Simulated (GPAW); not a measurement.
# CuO (P-6m2) in GPAW: convergence with convergence criteria

Aim: find how far convergence criteria must go before the results for CuO settle, at PBE. This setting moves, with any that are tied to it; all else stays.

Everything below comes from runs of GPAW 26.7.0. Logs are shortened: lines on timing, memory, paths and dates and some standing lists are left out, and cuts for length are marked. The log counts tension as positive stress, the text compression.

### Step 1. The structure

It takes space group P-6m2 (No. 187, hexagonal). Conventional cell: a = 2.836 Å, b = 2.836 Å, c = 2.768 Å, α = 90.00°, β = 90.00°, γ = 120.00°. Around Cu (site symmetry -6m2) lie 6 O at 2.14 Å. O (site symmetry -6m2) is surrounded by 6 Cu at 2.14 Å.

Measurements of this composition are mostly on another form, of space group No. 15.

### Step 2. With convergence criteria density=0.001 energy=0.01 eigenstates=0.0001

The input, run.py:

```python
from ase.dft.bandgap import bandgap
from ase.io import read, write
from ase.units import GPa
from gpaw import GPAW, PW

atoms = read('POSCAR')

calc = GPAW(mode=PW(800),
            xc='PBE',
            kpts={'size': (8, 8, 7), 'gamma': True},
            occupations={'name': 'fermi-dirac', 'width': 0.05},
            nbands=19,
            convergence={'density': 0.001, 'energy': 0.01, 'eigenstates': 0.0001},
            maxiter=100,
            txt='gpaw.txt')
atoms.calc = calc
energy = atoms.get_potential_energy()
forces = atoms.get_forces()
stress = atoms.get_stress()
calc.write('gs.gpw')
write('result.traj', atoms)
print(f'Energy: {energy:.6f} eV')
print('Forces (eV/A):')
print(forces.round(4))
print('Stress (GPa):', (stress / GPa).round(3))
print('Fermi level:', round(calc.get_fermi_level(), 4), 'eV')
print(f'Gap: {bandgap(calc)[0]:.4f} eV, direct: {bandgap(calc, direct=True)[0]:.4f} eV')
```

The input, POSCAR:

```
CuO
1.0
    2.8363251093      0.0000000000      0.0000000000
   -1.4181625547      2.4563295981      0.0000000000
    0.0000000000      0.0000000000      2.7681127800
Cu O
1 1
Direct
    0.0000000000      0.0000000000      0.0000000000
    0.6666666667      0.3333333333      0.5000000000
```

Potentials or basis: GPAW PAW data sets (gpaw-data 1.2.1), pw.

On the command line:

```bash
OMP_NUM_THREADS=1 python run.py
```

gpaw.txt:

```text
__  _  _
 | _ |_)|_||  |
 |__||  | ||/\| - 26.7.0

Input parameters:
  mode=PW(ecut=800.0),
  convergence={'density': 0.001, 'energy': 0.01, 'eigenstates': 0.0001},
  kpts=MonkhorstPack(size=(8, 8, 7), gamma=True),
  maxiter=100,
  nbands=19,
  occupations=Occupations(name='fermi-dirac', width=0.05),
  xc=XC(name='PBE')

Diagonalizing LCAO Hamiltonian
Converting LCAO to pw mode

           O

       Cu

Atoms  # Å, Bohr magnetons
|   | symbol |        x |        y |        z |    initial magnetic moments |
|---|--------|----------|----------|----------|-----------------------------|
| 0 |     Cu | 0.000000 | 0.000000 | 0.000000 | ( 0.0000,  0.0000,  0.0000) |
| 1 |      O | 1.418163 | 0.818777 | 1.384056 | ( 0.0000,  0.0000,  0.0000) |

Unit cell  # Å
| periodic |         x |        y |        z |  lengths |     angles |
|----------|-----------|----------|----------|----------|------------|
|      yes |  2.836325 | 0.000000 | 0.000000 | 2.836325 |  90.000000 |
|      yes | -1.418163 | 2.456330 | 0.000000 | 2.836325 |  90.000000 |
|      yes |  0.000000 | 0.000000 | 2.768113 | 2.768113 | 120.000000 |

Number of symmetries: 12
Symmetry operations  # r_c * U_cc + t_c -> r_c
|    | kind |            matrix            |
|----|------|------------------------------|
|  0 |  σ   |  1, 1, 0,  0,-1, 0,  0, 0, 1 |
|  1 |  C2  |  1, 1, 0,  0,-1, 0,  0, 0,-1 |
|  2 |  E   |  1, 0, 0,  0, 1, 0,  0, 0, 1 |
|  3 |  σ   |  1, 0, 0,  0, 1, 0,  0, 0,-1 |
|  4 |  C3  |  0, 1, 0, -1,-1, 0,  0, 0, 1 |
|  5 |  S3  |  0, 1, 0, -1,-1, 0,  0, 0,-1 |
|  6 |  σ   |  0,-1, 0, -1, 0, 0,  0, 0, 1 |
|  7 |  C2  |  0,-1, 0, -1, 0, 0,  0, 0,-1 |
|  8 |  σ   | -1, 0, 0,  1, 1, 0,  0, 0, 1 |
|  9 |  C2  | -1, 0, 0,  1, 1, 0,  0, 0,-1 |
| 10 |  C3  | -1,-1, 0,  1, 0, 0,  0, 0, 1 |
| 11 |  S3  | -1,-1, 0,  1, 0, 0,  0, 0,-1 |

BZ-sampling:
  Number of BZ points: 448
  Number of IBZ points: 40

  Monkhorst-Pack size: [8, 8, 7]
  Monkhorst-Pack shift: [0.0625, 0.0625, 0.0]

K-points  # in reciprocal-cell coordinates
|     |                                coordinates |     weight |
|-----|--------------------------------------------|------------|
|   0 | (  0.00000000,   0.00000000,   0.00000000) | 0.00223214 |
|   1 | (  0.00000000,   0.00000000,   0.14285714) | 0.00446429 |
|   2 | (  0.00000000,   0.00000000,   0.28571429) | 0.00446429 |
|   3 | (  0.00000000,   0.00000000,   0.42857143) | 0.00446429 |
|   4 | (  0.12500000,   0.00000000,   0.00000000) | 0.01339286 |
|   5 | (  0.12500000,   0.00000000,   0.14285714) | 0.02678571 |
|   6 | (  0.12500000,   0.00000000,   0.28571429) | 0.02678571 |
|   7 | (  0.12500000,   0.00000000,   0.42857143) | 0.02678571 |
|   8 | (  0.25000000,  -0.12500000,   0.00000000) | 0.01339286 |
|   9 | (  0.25000000,  -0.12500000,   0.14285714) | 0.02678571 |
| ... |                                            |            |
|  39 | (  0.50000000,   0.50000000,   0.42857143) | 0.01339286 |

Plane wave coefficients: 1021
Cutoff: 800.0 eV

Spin-components: 1 (collinear spins)
Bands:           19
Projectors:      11
Spin-degeneracy: 2
Datatype:        complex128

Parallelization:
  kpt:    1
  domain: 1
  band:   1

Density:
  Valence electrons: 17.0
  Components: 1
  Grid points: [20 20 20]
  Charge: 0.0  # |e|

Potential:
  Grid points: [20 20 20]

species:
  Cu:
    name:    Copper
    Z:       29.0
    valence: 11
    core:    18
    charge:  0.0  # [|e|]
    compensation charges:
      type: gauss
      rc: 0.33  # [Å]
      lmax: 2
    cutoffs:
      filter: 2.06  # [Å]
      core: 2.43  # [Å]
    projectors
    | kind |    occ | energy [eV] | rcut [Å] |
    |------|--------|-------------|----------|
    |   4s |  1.000 |      -4.609 |    1.164 |
    |   4p |  0.000 |      -0.698 |    1.164 |
    |   3d | 10.000 |      -5.039 |    1.058 |
    |    s |        |      22.603 |    1.164 |
    |    p |        |      26.513 |    1.164 |
    |    d |        |      22.172 |    1.058 |

    Using partial waves for Cu as LCAO basis

  O:
    name:    Oxygen
    Z:       8.0
    valence: 6
    core:    2
    charge:  0.0  # [|e|]
    compensation charges:
      type: gauss
      rc: 0.21  # [Å]
      lmax: 2
    cutoffs:
      filter: 1.17  # [Å]
      core: 0.83  # [Å]
    projectors
    | kind |    occ | energy [eV] | rcut [Å] |
    |------|--------|-------------|----------|
    |   2s |  2.000 |     -23.961 |    0.688 |
    |   2p |  4.000 |      -9.029 |    0.598 |
    |    s |        |       3.251 |    0.688 |
    |    p |        |      18.182 |    0.598 |
    |    d |        |       0.000 |    0.619 |

    Using partial waves for O as LCAO basis

Reference energy: -47062.304142  # eV

eigensolver:
  PPCG
  Converge bands: occupied
  niter=2

density mixing:
  MSR1-Mixer
  Pratt-step length: 0.05
  Maximum mixing coefficient: 0.75
  Old densities: 10
  SVD Regularization: 0.005
  Good broyden scale: 1.0
  Trust region scale: 1.0
  Backstep threshold: 4.0
  History deletion threshold: 6.0
  Fourier metric: weight=20.0, sigma=0.015

occupation numbers:
  Fermi-Dirac:
    width: 0.0500  # eV

poisson solver:
  ecut: 6400.0  # eV

xc functional:
  name: PBE with 2 nearest neighbor stencil

convergence criteria:
- Maximum integral of absolute [dens]ity change: 0.001 electrons / valence electron
- Maximum [total energy] change in last 3 cyles: 0.01 eV / valence electron
- Maximum integral of absolute [eigenst]ate change: 0.0001 eV^2 / valence electron
maximum number of iterations: 100

SCF iterations
|iter     | |      energy | eigst |  dens |
|---------|-|-------------|-------|-------|
|iter:   1| |  -12.277661 | -0.09 |       |
|iter:   2| |  -11.025984 | -2.16 | -0.89 |
|iter:   3| |   -9.354393 | -1.50 | -0.98 |
|iter:   4| |   -9.308475 | -3.16 | -1.55 |
|iter:   5| |   -9.304852c| -3.08 | -1.75 |
|iter:   6| |   -9.286510c| -3.55 | -1.93 |
|iter:   7| |   -9.286077c| -5.02c| -2.61 |
|iter:   8| |   -9.286065c| -4.88c| -3.25c|

Converged in 8 steps
Energy contributions relative to reference atoms: (reference = -47062.304142)

Energy contributions:
  Kinetic:           0.262437
  Coulomb:          -2.681026
  Zero:              0.295602
  External:          0.000000
  Xc:               -7.149144
  Entropy:          -0.027866
  Spinorbit:         0.000000
  ----------------------------
  Free energy:      -9.299998
  Extrapolated:     -9.286065

dipole moment: (-2.579863, -5.550478, -5.950162)  # |e|*Ang

Fermi level: 6.596
Eigenvalues  # (at kpt = [0.000, 0.000, 0.000])
| band index |      eig [eV] | occ [0-2] |
|------------|---------------|-----------|
|          0 |       -12.594 |     2.000 |
|          1 |         3.047 |     2.000 |
|          2 |         3.047 |     2.000 |
|          3 |         3.425 |     2.000 |
|          4 |         3.999 |     2.000 |
|          5 |         4.881 |     2.000 |
[... 9 lines left out ...]
|         15 |        32.921 |     0.000 |
|         16 |        32.921 |     0.000 |
|        ... |               |           |
|         18 |        38.556 |     0.000 |

No gap
No difference between direct/indirect transitions

Forces  # eV/Ang
|        x |        y |       z |
|----------|----------|---------|
| -0.00000 | -0.00000 | 0.00000 |  # Cu   0
| -0.00000 |  0.00000 | 0.00000 |  # O    1

Stress tensor  # eV/Ang^3
|         x |         y |        z |
|-----------|-----------|----------|
| -0.024940 | -0.000000 | 0.000000 |
| -0.000000 | -0.024940 | 0.000000 |
|  0.000000 |  0.000000 | 0.035631 |

# Writing to gs.gpw (mode='')
```

Run time: 12 s. Hardware: 1 thread of Arm Neoverse V1, shared host; peak memory 0.15 GiB.

What came out:

- Free energy: -9.3000 eV
- Pressure: 0.8 GPa
- Band gap on the k mesh: none (metal or under the smearing width)

### Step 3. With convergence criteria default

Changes to run.py since step 2:

```diff
@@ -12,3 +12,2 @@
             nbands=19,
-            convergence={'density': 0.001, 'energy': 0.01, 'eigenstates': 0.0001},
             maxiter=100,
```

POSCAR is that of step 2.

Potentials or basis: GPAW PAW data sets (gpaw-data 1.2.1), pw.

On the command line:

```bash
OMP_NUM_THREADS=1 python run.py
```

It took 14 s on 1 thread of Arm Neoverse V1, shared host; peak memory 0.15 GiB.

Results (log left out):

```yaml
Free_energy: -9.3000 eV
Pressure: 0.7 GPa
Band_gap_on_the_k_mesh: none (metal or under the smearing width)
```

### Step 4. With convergence criteria density=1e-05 energy=1e-05

Changes to run.py since step 3:

```diff
@@ -12,2 +12,3 @@
             nbands=19,
+            convergence={'density': 1e-05, 'energy': 1e-05},
             maxiter=100,
```

POSCAR is that of step 3.

On the command line:

```bash
OMP_NUM_THREADS=1 python run.py
```

Run time: 15 s. Hardware: 1 thread of Arm Neoverse V1, shared host; peak memory 0.15 GiB.

The run converged. Its results:

```
Free energy            : -9.3000 eV
Pressure               : 0.7 GPa
Band gap on the k mesh : none (metal or under the smearing width)
```

### Step 5. With convergence criteria density=1e-05 forces=0.0001

Changes to run.py since step 4:

```diff
@@ -12,3 +12,3 @@
             nbands=19,
-            convergence={'density': 1e-05, 'energy': 1e-05},
+            convergence={'density': 1e-05, 'forces': 0.0001},
             maxiter=100,
```

POSCAR is that of step 4.

On the command line:

```bash
OMP_NUM_THREADS=1 python run.py
```

Wall time 15 s (1 thread of Arm Neoverse V1, shared host); peak memory 0.15 GiB.

Results (log left out):

| Quantity | Value |
| --- | --- |
| Free energy | -9.3000 eV |
| Pressure | 0.7 GPa |
| Band gap on the k mesh | none (metal or under the smearing width) |

### Step 6. With convergence criteria density=1e-06 energy=1e-06 eigenstates=1e-10

Changes to run.py since step 5:

```diff
@@ -12,3 +12,3 @@
             nbands=19,
-            convergence={'density': 1e-05, 'forces': 0.0001},
+            convergence={'density': 1e-06, 'energy': 1e-06, 'eigenstates': 1e-10},
             maxiter=100,
```

POSCAR is that of step 5.

Potentials or basis: GPAW PAW data sets (gpaw-data 1.2.1), pw.

On the command line:

```bash
OMP_NUM_THREADS=1 python run.py
```

Run time: 17 s. Hardware: 1 thread of Arm Neoverse V1, shared host; peak memory 0.15 GiB.

The run converged. Its results:

```
Free energy            : -9.3000 eV
Pressure               : 0.7 GPa
Band gap on the k mesh : none (metal or under the smearing width)
```

### Step 7. The series at a glance

| convergence criteria | energy less the tightest run, at zero smearing (meV/atom) | pressure (GPa) | SCF cycles | CPU time (s) | peak memory (GiB) |
| --- | --- | --- | --- | --- | --- |
| density=0.001 energy=0.01 eigenstates=0.0001 | 0.00 | 0.76 | 8 | 12 | 0.15 |
| default | 0.00 | 0.72 | 10 | 14 | 0.15 |
| density=1e-05 energy=1e-05 | 0.00 | 0.71 | 11 | 15 | 0.15 |
| density=1e-05 forces=0.0001 | 0.00 | 0.71 | 12 | 15 | 0.15 |
| density=1e-06 energy=1e-06 eigenstates=1e-10 | 0.00 | 0.71 | 13 | 17 | 0.15 |

Against the tightest run, the energy stays within 1 meV/atom from density=0.001 energy=0.01 eigenstates=0.0001 on; the pressure stays within 0.1 GPa from density=0.001 energy=0.01 eigenstates=0.0001 on. The tightest run that finished is the yardstick and may itself not be fully converged.

Caveats: with this Cu data set, volumes or pressures lay over 1.5 % or 2 GPa off other programs in two to four cells of ten; an odd number of electrons without spin polarisation forces a metal; a magnetic or distorted state may lie lower; the run has no spin polarisation, though such a crystal can be magnetic; semilocal functionals often make such compounds metallic where correlation or magnetic order opens a gap, which also shifts bond lengths.
